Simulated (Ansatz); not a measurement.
# AlN (Fm-3m): short molecular-dynamics run

How do the atoms of AlN (Fm-3m) move over a short run? Wanted for AlN (Fm-3m): a short molecular-dynamics run.

A COD entry behind a cell of this session may itself be a prediction, so a difference from it is no test against experiment.

All numbers are computed with the Python package of Ansatz 0.2.0. Level of theory: DFT PBE, plane waves, PAW.

## 1. Starting point

Symmetry: Fm-3m, No. 225, cubic system. Conventional cell: a = 3.938 Å, b = 3.938 Å, c = 3.938 Å, α = 90.00°, β = 90.00°, γ = 90.00°. Around Al (site symmetry m-3m) lie 6 N at 1.97 Å. Around N (site symmetry m-3m) lie 6 Al at 1.97 Å.

No structure file is read: the coordinates are typed or built in the script.

## 2. The script

aln.py

```python
from dataclasses import dataclass
import warnings

import ansatz
from ase import Atoms
from ase.neighborlist import neighbor_list
import numpy as np


@dataclass(frozen=True)
class RunConfig:
    smearing: str = "Fermi-Dirac"
    sigma: float = 0.05
    mesh: tuple[int, ...] = (3, 3, 3)
    functional: str = "PBE"
    n_steps: int = 20
    temperature_k: int = 2000


settings = RunConfig()


def main() -> None:
    warnings.simplefilter("ignore", ansatz.DeckWarning)

    aln = (
        ansatz.Lattice.of([0.0, 1.969, 1.969], [1.969, 0.0, 1.969], [1.969, 1.969, 0.0])
        .atom("Al", [0.0, 0.0, 0.0])
        .atom("N", [0.5, 0.5, 0.5])
    )

    calc = aln.supercell(2, 2, 1).calculation()
    calc = calc.pseudopotentials("paw")
    calc = calc.occupations(settings.smearing, width=settings.sigma)
    calc = calc.kpoints(*settings.mesh)
    calc = calc.basis(16 * ansatz.Ha).functional(settings.functional)
    calc = calc.md("nvt_langevin", timestep=3.0 * ansatz.fs, steps=settings.n_steps, temperature=settings.temperature_k, initial_velocities="maxwell_boltzmann", seed=715)
    steps = []


    def collect(event):
        if event["event"] == "md_step":
            steps.append(event["data"])


    done = calc.session().plan().execute(on_event=collect)
    data = done.report

    print(" step   t (fs)     E_pot (eV)   E_kin (eV)    T (K)")
    for s in steps[::1]:
        print(f"{s['step']:5d} {s['time_fs']:8.1f} {s['lagrangian_ev']:14.4f} {s['e_kin_ev']:12.4f} {s['temperature_k']:8.1f}")

    temperature = np.array([s["temperature_k"] for s in steps])
    print(f"mean temperature of the second half {temperature[len(steps) // 2 :].mean():.1f} K")


    symbols = [site.symbol for site in done.lattice.sites]
    pairs = np.concatenate([neighbor_list("d", Atoms(symbols, positions=s["positions_ang"], cell=done.lattice.cell_ang, pbc=True), 4.5) for s in steps[len(steps) // 2 :]])
    counts, edges = np.histogram(pairs, bins=np.arange(0.5, 4.51, 0.25))
    for low, count in zip(edges, counts / (len(symbols) * len(steps[len(steps) // 2 :]))):
        print(f"{low:4.2f}-{low + 0.25:4.2f} A  {count:6.2f} neighbours an atom")


if __name__ == "__main__":
    main()
```

## 3. Running it

Started as:

```sh
python aln.py
```

Q: Predict the main results. Wanted: free energy; mean temperature, second half; farthest move.

The runs gave:

| quantity | value |
| --- | --- |
| free energy | -3693.2545 eV (of the supercell) |
| length of the run | 20 steps, 60 fs |
| mean temperature, second half | 1176 K |
| farthest move | 0.23 Å |

**Reading.** The temperature swings between 486 and 1750 K, with a mean of 1176 K in the second half; 8 atoms fluctuate widely. 60 fs show the first vibrations only, not equilibrium. Caveats:
- The k-point mesh is coarse, and energy and stress weren't tested for convergence.
- A small cell, a coarse mesh and a very short run: it shows the set-up and gives no equilibrium averages.
